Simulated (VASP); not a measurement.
The system is C.

```
CELL_PARAMETERS angstrom
0.00000 1.78340 1.78340
1.78340 0.00000 1.78340
1.78340 1.78340 0.00000
ATOMIC_POSITIONS crystal
C 0.50000 0.50000 0.50000
C 0.75000 0.75000 0.75000
```

This isn't the form of C at room conditions, which is graphite.

| Quantity | Value |
| --- | --- |
| Program | VASP 6.6.1 |
| Task | relaxation of cell and atoms |
| Functional | RPBE |
| Potentials or basis | VASP PAW PBE potentials, release 64 (C) |
| Cutoff | 600 eV |
| k mesh | 12 × 12 × 12 |
| Occupations | gaussian, width 0.02 eV |
| Spin | no spin polarisation |

At the start: pressure 7.7 GPa; volume 5.67 Å³/atom.

Question: Where does the relaxation end?

Answer: Over 3 steps the energy falls by 2.4 meV/atom and the volume is 5.77 Å³/atom (+1.8 %); space group Fd-3m (No. 227, to 0.05 Å).

The path:
```tsv
step	energy change (eV)	largest force (eV/Å)	pressure (GPa)	volume (Å³)
1	0.0000	0.0000	7.72	11.34
2	0.0020	0.0000	-8.60	11.80
3	-0.0048	0.0000	-0.02	11.55
```

Final structure:
```
C
1.0
     0.00000    1.79408    1.79408
     1.79408    0.00000    1.79408
     1.79408    1.79408    0.00000
C
2
Direct
  0.50000 0.50000 0.50000
  0.75000 0.75000 0.75000
```

Caveat: the PAW data sets were made with another functional, which shifts forces and pressure a little.
